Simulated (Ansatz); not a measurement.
# ZnS (Wurtzite-6H) (P6_3mc) in Ansatz: a series of runs

Runs on ZnS (Wurtzite-6H). Level: r2SCAN+D3(BJ). Tasks: single point, equation of state.

Everything below comes from runs of Ansatz 0.2.0. Logs are shortened: lines on timing, memory, paths and dates and some standing lists are left out, and cuts for length are marked.

### 1 The crystal as given

Symmetry: P6_3mc, No. 186, hexagonal system. Conventional cell: a = 3.812 Å, b = 3.812 Å, c = 18.690 Å, α = 90.00°, β = 90.00°, γ = 120.00°. Zn (site symmetry 3m) has 4 S at 2.33 to 2.34 Å as nearest neighbours. Zn (site symmetry 3m) has 4 S at 2.33 to 2.34 Å as nearest neighbours. Zn (site symmetry 3m) has 4 S at 2.33 to 2.34 Å as nearest neighbours. S (site symmetry 3m) is surrounded by 4 Zn at 2.33 to 2.34 Å. Around S (site symmetry 3m) lie 4 Zn at 2.33 to 2.34 Å. Around S (site symmetry 3m) lie 4 Zn at 2.33 to 2.34 Å.

### 2 Single point, r2SCAN+D3(BJ), 18.42 Å³/atom (volume scaled by 0.94)

input.yaml

```yaml
crystal:
  lattice:
    - [3.7341822464, 0.0, 0.0]
    - [-1.8670911232, 3.2338966877, 0.0]
    - [0.0, 0.0, 18.308454576]
  atoms:
    - { symbol: Zn, position: [0.3333333333, 0.6666666667, 0.83333] }
    - { symbol: Zn, position: [0.6666666667, 0.3333333333, 0.33333] }
    - { symbol: Zn, position: [0.6666666667, 0.3333333333, 0.66667] }
    - { symbol: Zn, position: [0.3333333333, 0.6666666667, 0.16667] }
    - { symbol: Zn, position: [0.0, 0.0, 0.5] }
    - { symbol: Zn, position: [0.0, 0.0, 0.0] }
    - { symbol: S, position: [0.3333333333, 0.6666666667, 0.95833] }
    - { symbol: S, position: [0.6666666667, 0.3333333333, 0.45833] }
    - { symbol: S, position: [0.6666666667, 0.3333333333, 0.79167] }
    - { symbol: S, position: [0.3333333333, 0.6666666667, 0.29167] }
    - { symbol: S, position: [0.0, 0.0, 0.625] }
    - { symbol: S, position: [0.0, 0.0, 0.125] }
hamiltonian:
  xc: r2scan
  pseudopotentials: { kind: paw }
  dispersion: d3bj
kpoints:
  mp_grid: { grid: [8, 8, 2] }
scf:
  occupations: { method: fermi_dirac, width: 0.05 }
output:
  forces: true
  stress: true
  eigenvalues: true
```

Potentials or basis: Ansatz PAW.

Started as:

```console
ansatz run input.yaml --threads 2 --pin off --max-ram 5120MiB --backend cpu --events-out ev --progress --plain --runs-dir out
```

Standard output:

```text
Warning: the engine holds no damping parameters fitted to this dispersion correction and functional, so the run takes those fitted to r2scan beside the three-body term, which d3bj leaves out (hamiltonian.dispersion, under Limitations)
Warning: RAYON_NUM_THREADS=2 ignored (pool sized by the plan → 2); use --threads N
Engine: ansatz 0.2.0, x86_64-unknown-linux-gnu
Pseudopotentials: kind: paw
Pseudopotential: Zn, paw, valence charge 12, recommended cutoff 500 eV (meta_gga), Zn.paw.azcp
Pseudopotential: S, paw, valence charge 6, recommended cutoff 500 eV (meta_gga), S.paw.azcp
Functional definition: r2SCAN
  parameter k0 = 0.174
  parameter k1 = 0.065
  parameter a1 = 4.9479
  exchange = r2scan_x(k0 = k0, k1 = k1, a1 = a1)
  correlation = r2scan_c
Crystal: 12 atoms, lattice volume = 221.092 Å³
Basis set: ecut = 500 eV, 5575 PW (Γ), exchange–correlation on 120×120×540 points (64 copies of the dense FFT grid, shifted against one another)
Bands: 66, of which v1, the nominal top of the filled ones, is band 54 counted from 1 (53 counted from 0)
Symmetry: 12 space group operations
Space group: P63mc (ITA 186), of the structure as read, at distance tolerance 6.0e-5 Å
k-points: 20 of 128
Non-local potential: Zn, projectors of the file, l = 0: 2, l = 1: 2, l = 2: 3, l = 3: 1
Non-local potential: S, projectors of the file, l = 0: 2, l = 1: 2, l = 2: 2
PAW form: soft (Blöchl's): semilocal exchange-correlation on the pseudo side does not see the compensation charge
PAW frozen core: Zn, regenerated for the run's functional (the file was generated under x = pbe(κ = 0.804, μ = 0.2195149727645171), c = pbe(β = 0.06672455060314922))
PAW frozen core: S, regenerated for the run's functional (the file was generated under x = pbe(κ = 0.804, μ = 0.2195149727645171), c = pbe(β = 0.06672455060314922))
PAW one-centre angular grid: Zn, 590 points (default); XC on 261 of its mesh's 2673 points in the sphere
PAW one-centre angular grid: S, 302 points (default); XC on 160 Gauss nodes
Initial density: superposition of atomic densities (neutral atoms: chi_scale 0, normalization atom), corrected by the library's trained network
Initial wavefunctions: pseudopotential atomic-orbital guess
Functional: x = r2scan, c = r2scan; τ floored in thin density (d = 2e-4 eV/Å³)
SCF iter   1: F=—  HF=-25402.346527 eV  |F-HF|=—  |Δ(HF+E_count)|=         —  Δρ=1.58e-2  dr2=2.81e-1  dr2_τ=5.01e-2  ethr=1.77e-3  ⟨swp⟩=10.3  Hψ=6756  notcnv=0  defer=6
preconditioner: auto → Resta (q_TF=auto, 2.421 Å⁻¹)  ε∞=5.9  [insulator: Δε(μ)=3.003 eV  Ē_g=11.747 eV  σ=0.050 eV  W_gap=1.00  n_scr=68 (ndim 8)  ℏωp=26.0 eV  f_vac=0.021  D(μ)=0.00/eV (n_scr^D=0)  ε∞_Penn≈5.9]
SCF iter   2: F=—  HF=-25402.364280 eV  |F-HF|=—  |Δ(HF+E_count)|=   1.78e-2  Δρ=2.42e-3  dr2=7.47e-3  dr2_τ=1.63e-3  ethr=2.60e-4  ⟨swp⟩=2.5  Hψ=2647  notcnv=0  defer=95
SCF iter   3: F=—  HF=-25402.354083 eV  |F-HF|=—  |Δ(HF+E_count)|=   1.02e-2  Δρ=3.32e-3  dr2=1.15e-2  dr2_τ=8.84e-5  ethr=6.92e-6  ⟨swp⟩=2.0  Hψ=2329  notcnv=0  defer=35
automatic band count: iteration 3 solves 63 bands in place of 66: the levels show a gap, and the empty bands left out lie too high to hold charge; the band table lists the bands solved (type scf.n_extra_bands for more)
SCF iter   4: F=—  HF=-25402.353150 eV  |F-HF|=—  |Δ(HF+E_count)|=   9.32e-4  Δρ=6.54e-4  dr2=5.24e-4  dr2_τ=2.29e-5  ethr=6.92e-6  ⟨swp⟩=2.2  Hψ=2231  notcnv=0  defer=35
SCF iter   5: F=—  HF=-25402.353228 eV  |F-HF|=—  |Δ(HF+E_count)|=   7.75e-5  Δρ=1.55e-4  dr2=4.33e-5  dr2_τ=1.38e-6  ethr=4.86e-7  ⟨swp⟩=2.1  Hψ=2272  notcnv=0  defer=35
SCF iter   6: F=—  HF=-25402.353300 eV  |F-HF|=—  |Δ(HF+E_count)|=   7.24e-5  Δρ=4.60e-5  dr2=3.42e-6  dr2_τ=1.61e-8  ethr=4.01e-8  ⟨swp⟩=2.0  Hψ=2305  notcnv=0  defer=35
SCF iter   7: F=—  HF=-25402.353301 eV  |F-HF|=—  |Δ(HF+E_count)|=   9.71e-7  Δρ=1.91e-5  dr2=5.05e-7  dr2_τ=5.03e-9  ethr=3.17e-9  ⟨swp⟩=2.0  Hψ=2185  notcnv=0  defer=35
SCF iter   8: F=-25402.353301 eV  HF=-25402.353301 eV  |F-HF|=1.51e-8  |Δ(HF+E_count)|=   2.78e-7  Δρ=7.05e-6  dr2=8.68e-8  dr2_τ=1.63e-9  ethr=9.26e-11  ⟨swp⟩=10.4  Hψ=6398  notcnv=0
SCF 1 converged in 8 iterations: F = -25402.353301 eV  dr2 = 8.68e-8
SCF converged after 8 iterations
Free energy (F): -25402.353301 eV
Harris-Foulkes:  -25402.353301 eV  (|F-HF|=1.51e-8)
Internal energy: -25402.353301 eV  (E = F + TS)
E sigma→0 (E₀):  -25402.353301 eV
Fermi energy:    7.985985 eV
--- Per-component energies (eV) ---
  E_band       = 57.472303
  E_kinetic    = 1435.728576
  E_local      = -12016.133762  (includes V_loc(G=0)·N_el)
  E_nonlocal   = 3876.372630
  E_hartree    = 5051.101266
  E_xc         = -1300.766181
  E_vxc        = -897.791125  (∫ρ·V_xc dr)
  E_paw        = -14754.655799  (= ΣΔE_a)
  E_vpaw       = -2487.273311  (= ΣTr[D̂ρ^β])
  E_aug_tail   = -0.000282  (compensation charges beyond the density's cutoff)
  E_vtau       = 44.364537  (kinetic-family band-sum trace: ∫τ·v_τ [+ j·A + Jᵃ·Aᵃ] dr)
  E_ewald      = -7690.365032
  E_disp       = -1.880405  (pairwise vdW)
  E_core_change = -1.754313  (= ΣΔE_core)
  E_smearing   = -0.000000  (= −TS)
  E_closure    = -0.000000  (closes the sum)
  Σ components = -25402.353301   (vs F -25402.353301, Δ=0.00e0)
--- Forces (eV/Å), atoms counted from 1 ---
  atom   1  Zn     0.00000000    -0.00000000     0.00508675
  atom   2  Zn     0.00000000     0.00000000     0.00508675
  atom   3  Zn    -0.00000000    -0.00000000     0.02372427
  atom   4  Zn     0.00000000     0.00000000     0.02372427
  atom   5  Zn     0.00000000     0.00000000    -0.00187882
  atom   6  Zn     0.00000000    -0.00000000    -0.00187882
  atom   7  S      0.00000000     0.00000000    -0.04048430
  atom   8  S     -0.00000000    -0.00000000    -0.04048430
  atom   9  S      0.00000000     0.00000000    -0.00953596
  atom  10  S      0.00000000    -0.00000000    -0.00953596
  atom  11  S      0.00000000     0.00000000     0.02309549
  atom  12  S      0.00000000    -0.00000000     0.02309549
  max |Σ_I F_I| component: 1.49e-5 eV/Å
--- Stress (GPa, compression-positive) ---
        4.009681       0.000000      -0.000000
        0.000000       4.009681      -0.000000
       -0.000000      -0.000000       4.104009
  P = ⅓ Tr σ = 4.0411 GPa (40.411 kbar)
--- Band table (eV; the first three rows and the last of 20) ---
  k-point 0: bands = ["-7.7619", "-7.5319", "-7.5228", "-6.9957", "-6.9871", "-6.6776", "-0.3653", "-0.3545", "-0.3526", "-0.3508", "-0.3508", "-0.3266", "-0.3266", "-0.3047", "-0.3047", "-0.2592", "-0.2592", "-0.2426", "-0.2426", "-0.2223", "-0.2223", "-0.2194", "-0.2084", "0.2522", "0.2522", "0.2565", "0.2565", "0.2752", "0.2752", "0.2815", "0.2815", "0.3025", "0.3025", "0.3145", "0.3145", "0.4520", "0.5988", "2.2397", "2.2528", "4.6657", "4.6860", "5.4384", "5.4384", "5.6585", "5.6585", "5.6724", "5.6724", "6.1572", "6.1572", "6.1684", "6.1684", "6.4162", "6.4432", "6.4432", "9.4588", "10.2878", "10.4203", "10.4676", "10.6016", "10.6208", "13.1903", "13.1903", "13.2575"]
  k-point 1: bands = ["-7.7009", "-7.7009", "-7.2722", "-7.2722", "-6.7654", "-6.7654", "-0.3589", "-0.3589", "-0.3423", "-0.3423", "-0.3423", "-0.3423", "-0.3264", "-0.3264", "-0.2818", "-0.2818", "-0.2818", "-0.2818", "-0.2291", "-0.2291", "-0.2291", "-0.2291", "0.0446", "0.0446", "0.2545", "0.2545", "0.2545", "0.2545", "0.2772", "0.2772", "0.2772", "0.2772", "0.3094", "0.3094", "0.3094", "0.3094", "1.2647", "1.2647", "3.4176", "3.4176", "5.4981", "5.4981", "5.4981", "5.4981", "5.8386", "5.8386", "5.9056", "5.9056", "5.9056", "5.9056", "6.3654", "6.3654", "6.3654", "6.3654", "9.9082", "9.9082", "10.3378", "10.3378", "10.6887", "10.6887", "13.2168", "13.2168", "13.2832"]
  k-point 2: bands = ["-7.6418", "-7.4210", "-7.4118", "-6.9100", "-6.9014", "-6.6105", "-0.3835", "-0.3770", "-0.3537", "-0.3306", "-0.3258", "-0.2989", "-0.2915", "-0.2798", "-0.2772", "-0.2726", "-0.2573", "-0.2255", "-0.2191", "-0.2087", "-0.1850", "-0.1813", "-0.1638", "0.2155", "0.2331", "0.2422", "0.2521", "0.2582", "0.2702", "0.2703", "0.2910", "0.2955", "0.3084", "0.3162", "0.3208", "0.5457", "0.7549", "2.2989", "2.3106", "4.4177", "4.4465", "4.6285", "4.9407", "4.9597", "5.1587", "5.4108", "5.4197", "5.4876", "5.6007", "5.7179", "5.9742", "5.9822", "6.2679", "6.2963", "10.2095", "10.9758", "11.0692", "11.1044", "11.2029", "11.3261", "12.5319", "12.5753", "12.8903"]
  k-point 19: bands = ["-6.4922", "-6.4922", "-6.4192", "-6.4192", "-6.3507", "-6.3507", "-0.2780", "-0.2780", "-0.2353", "-0.2353", "-0.1663", "-0.1663", "-0.1297", "-0.1297", "-0.0836", "-0.0836", "-0.0166", "-0.0166", "0.1014", "0.1014", "0.1433", "0.1433", "0.1963", "0.1963", "0.2497", "0.2497", "0.2768", "0.2768", "0.2996", "0.2996", "0.4948", "0.4948", "0.5463", "0.5463", "0.6526", "0.6526", "1.2045", "1.2045", "1.4681", "1.4681", "1.6508", "1.6508", "2.7959", "2.7959", "3.1768", "3.1768", "3.6357", "3.6357", "4.1274", "4.1274", "4.5406", "4.5406", "4.8324", "4.8324", "11.2434", "11.2434", "11.5530", "11.5530", "12.1428", "12.1428", "12.9953", "12.9953", "13.2189"]
```

It took 24 s on 2 threads of Intel Xeon Platinum 8375C at 2.90GHz (Ice Lake), shared host; peak memory 1 GiB.

What came out:

- Free energy: -25402.3533 eV
- Pressure: 4.0 GPa
- Largest force: 0.040 eV/Å
- Band gap on the k mesh: 3.02 eV, direct

Caveat: the cell's inner coordinates are idealised or old, which leaves forces on the atoms; the PAW data sets come from PBE, with cores solved anew for the run's functional, which leaves a small shift of forces and pressure; the dispersion damping was fitted for another functional or another form of the correction.

### 3 Single point, r2SCAN+D3(BJ), 18.82 Å³/atom (volume scaled by 0.96)

Edit input.yaml of step 2 so:

```diff
@@ -2,5 +2,5 @@
   lattice:
-    - [3.7341822464, 0.0, 0.0]
-    - [-1.8670911232, 3.2338966877, 0.0]
-    - [0.0, 0.0, 18.308454576]
+    - [3.7604801709, 0.0, 0.0]
+    - [-1.8802400855, 3.2566713584, 0.0]
+    - [0.0, 0.0, 18.4373916028]
   atoms:
```

Potentials or basis: Ansatz PAW.

Started as:

```console
ansatz run input.yaml --threads 2 --pin off --max-ram 5120MiB --backend cpu --events-out ev --progress --plain --runs-dir out
```

Run time: 23 s. Hardware: 2 threads of Intel Xeon Platinum 8375C at 2.90GHz (Ice Lake), shared host; peak memory 1 GiB.

The run converged. Its results:

- Free energy: -25402.4422 eV
- Pressure: 2.1 GPa
- Largest force: 0.037 eV/Å
- Band gap on the k mesh: 2.92 eV, direct

Caveat: the cell's inner coordinates are idealised or old, which leaves forces on the atoms; the PAW data sets come from PBE, with cores solved anew for the run's functional, which leaves a small shift of forces and pressure; the dispersion damping was fitted for another functional or another form of the correction.

### 4 Single point, r2SCAN+D3(BJ), 19.21 Å³/atom (volume scaled by 0.98)

Edit input.yaml of step 3 so:

```diff
@@ -2,5 +2,5 @@
   lattice:
-    - [3.7604801709, 0.0, 0.0]
-    - [-1.8802400855, 3.2566713584, 0.0]
-    - [0.0, 0.0, 18.4373916028]
+    - [3.7864153365, 0.0, 0.0]
+    - [-1.8932076683, 3.2791318707, 0.0]
+    - [0.0, 0.0, 18.5645500459]
   atoms:
```

Started as:

```console
ansatz run input.yaml --threads 2 --pin off --max-ram 5120MiB --backend cpu --events-out ev --progress --plain --runs-dir out
```

Run time: 24 s. Hardware: 2 threads of Intel Xeon Platinum 8375C at 2.90GHz (Ice Lake), shared host; peak memory 1.1 GiB.

It converged, with:

| Quantity | Value |
| --- | --- |
| Free energy | -25402.4760 eV |
| Pressure | 0.3 GPa |
| Largest force | 0.034 eV/Å |
| Band gap on the k mesh | 2.82 eV, direct |

Caveat: the cell's inner coordinates are idealised or old, which leaves forces on the atoms; the PAW data sets come from PBE, with cores solved anew for the run's functional, which leaves a small shift of forces and pressure; the dispersion damping was fitted for another functional or another form of the correction.

### 5 Single point, r2SCAN+D3(BJ), 19.60 Å³/atom

Edit input.yaml of step 4 so:

```diff
@@ -2,5 +2,5 @@
   lattice:
-    - [3.7864153365, 0.0, 0.0]
-    - [-1.8932076683, 3.2791318707, 0.0]
-    - [0.0, 0.0, 18.5645500459]
+    - [3.812, 0.0, 0.0]
+    - [-1.906, 3.3012888392, 0.0]
+    - [0.0, 0.0, 18.68999]
   atoms:
```

Started as:

```console
ansatz run input.yaml --threads 2 --pin off --max-ram 5120MiB --backend cpu --events-out ev --progress --plain --runs-dir out
```

Wall time 26 s (2 threads of Intel Xeon Platinum 8375C at 2.90GHz (Ice Lake), shared host); peak memory 1.1 GiB.

Results (log left out):

```yaml
Free_energy: -25402.4602 eV
Pressure: -1.3 GPa
Largest_force: 0.031 eV/Å
Band_gap_on_the_k_mesh: 2.72 eV, direct
```

Caveat: the cell's inner coordinates are idealised or old, which leaves forces on the atoms; the PAW data sets come from PBE, with cores solved anew for the run's functional, which leaves a small shift of forces and pressure; the dispersion damping was fitted for another functional or another form of the correction.

### 6 Single point, r2SCAN+D3(BJ), 19.99 Å³/atom (volume scaled by 1.02)

Edit input.yaml of step 5 so:

```diff
@@ -2,5 +2,5 @@
   lattice:
-    - [3.812, 0.0, 0.0]
-    - [-1.906, 3.3012888392, 0.0]
-    - [0.0, 0.0, 18.68999]
+    - [3.8372457688, 0.0, 0.0]
+    - [-1.9186228844, 3.3231523164, 0.0]
+    - [0.0, 0.0, 18.8137683755]
   atoms:
```

Potentials or basis: Ansatz PAW.

Started as:

```console
ansatz run input.yaml --threads 2 --pin off --max-ram 5120MiB --backend cpu --events-out ev --progress --plain --runs-dir out
```

It took 25 s on 2 threads of Intel Xeon Platinum 8375C at 2.90GHz (Ice Lake), shared host; peak memory 1.1 GiB.

Results (log left out):

* Free energy: -25402.3999 eV
* Pressure: -2.8 GPa
* Largest force: 0.028 eV/Å
* Band gap on the k mesh: 2.63 eV, direct

Caveat: the cell's inner coordinates are idealised or old, which leaves forces on the atoms; the PAW data sets come from PBE, with cores solved anew for the run's functional, which leaves a small shift of forces and pressure; the dispersion damping was fitted for another functional or another form of the correction.

### 7 Single point, r2SCAN+D3(BJ), 20.38 Å³/atom (volume scaled by 1.04)

Edit input.yaml of step 6 so:

```diff
@@ -2,5 +2,5 @@
   lattice:
-    - [3.8372457688, 0.0, 0.0]
-    - [-1.9186228844, 3.3231523164, 0.0]
-    - [0.0, 0.0, 18.8137683755]
+    - [3.8621636474, 0.0, 0.0]
+    - [-1.9310818237, 3.3447318322, 0.0]
+    - [0.0, 0.0, 18.9359391258]
   atoms:
@@ -30 +30,5 @@
   eigenvalues: true
+  write_density: true
+  write_potential: true
+  elf: true
+  volumetric_format: npy
```

Started as:

```console
ansatz run input.yaml --threads 2 --pin off --max-ram 5120MiB --backend cpu --events-out ev --progress --plain --runs-dir out
```

Wall time 31 s (2 threads of Intel Xeon Platinum 8375C at 2.90GHz (Ice Lake), shared host); peak memory 1.1 GiB.

The run converged. Its results:

| Quantity | Value |
| --- | --- |
| Free energy | -25402.2998 eV |
| Pressure | -4.0 GPa |
| Largest force | 0.025 eV/Å |
| Band gap on the k mesh | 2.54 eV, direct |

Caveat: the cell's inner coordinates are idealised or old, which leaves forces on the atoms; the PAW data sets come from PBE, with cores solved anew for the run's functional, which leaves a small shift of forces and pressure; the dispersion damping was fitted for another functional or another form of the correction.

### 8 Single point, r2SCAN+D3(BJ), 20.78 Å³/atom (volume scaled by 1.06)

Edit input.yaml of step 7 so:

```diff
@@ -2,5 +2,5 @@
   lattice:
-    - [3.8621636474, 0.0, 0.0]
-    - [-1.9310818237, 3.3447318322, 0.0]
-    - [0.0, 0.0, 18.9359391258]
+    - [3.8867640791, 0.0, 0.0]
+    - [-1.9433820395, 3.366036431, 0.0]
+    - [0.0, 0.0, 19.0565534549]
   atoms:
@@ -30,5 +30 @@
   eigenvalues: true
-  write_density: true
-  write_potential: true
-  elf: true
-  volumetric_format: npy
```

Started as:

```console
ansatz run input.yaml --threads 2 --pin off --max-ram 5120MiB --backend cpu --events-out ev --progress --plain --runs-dir out
```

Wall time 27 s (2 threads of Intel Xeon Platinum 8375C at 2.90GHz (Ice Lake), shared host); peak memory 1.1 GiB.

Results (log left out):

```yaml
Free_energy: -25402.1639 eV
Pressure: -5.2 GPa
Largest_force: 0.024 eV/Å
Band_gap_on_the_k_mesh: 2.46 eV, direct
```

Caveat: the cell's inner coordinates are idealised or old, which leaves forces on the atoms; the PAW data sets come from PBE, with cores solved anew for the run's functional, which leaves a small shift of forces and pressure; the dispersion damping was fitted for another functional or another form of the correction.

### 9 Equation of state, r2SCAN+D3(BJ)

Potentials or basis: Ansatz PAW.

This step only gathers the single runs of the series.

Results:

| Quantity | Value |
| --- | --- |
| Equilibrium volume | 19.27 Å³/atom |
| Bulk modulus at fixed shape and positions | 81 GPa |
| Pressure derivative of the bulk modulus | 4.3 |

Energy against volume, from the lowest point:
```
volume (Å³/atom)  energy (meV/atom)
          18.424              10.22
          18.816               2.81
          19.208               0.00
          19.600               1.32
          19.992               6.34
          20.384              14.68
          20.776              26.01
```

Caveat: the cell was scaled at fixed shape and fractional positions, which overstates the stiffness of a crystal with free parameters, most of all of layers and chains; the PAW data sets were made with another functional, which shifts forces and pressure a little; the cell's inner coordinates are idealised or old, which leaves forces on the atoms.
